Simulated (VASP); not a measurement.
**Moving the choice of potentials or basis in Au**

The cell as given:

Symmetry: Pm-3m, No. 221, cubic system. The conventional cell has a = 3.982 Å, b = 3.982 Å, c = 3.982 Å, α = 90.00°, β = 90.00°, γ = 90.00°. Au (site symmetry 4/mmm) is surrounded by 8 Au at 2.82 Å.

This isn't the form of Au at room conditions, which is fcc.

Kept alike: task relaxation of cell and atoms; functional PBE; k mesh 7 × 7 × 7; occupations fermi-dirac, width 0.05 eV; no spin polarisation. Program: VASP, cutoff 600 eV. The mesh is that of the run's cell of 3 atoms. No spin-orbit coupling.

```csv
choice of potentials or basis,volume (Å³/atom)
Au,21.019
Au_GW,20.985
Au_sv_GW,21.046
```

Stopped at the starting cell, within the stress tolerance: Au_sv_GW. The relaxations keep at least the cell's symmetry (Pm-3m). For a metal such a mesh leaves the last digits unconverged. Relaxations stop with a little pressure left, so the last digits of a volume or edge aren't settled.

What does the choice of potentials or basis change here?

The volume runs from 20.985 (Au_GW) to 21.046 Å³/atom (Au_sv_GW).
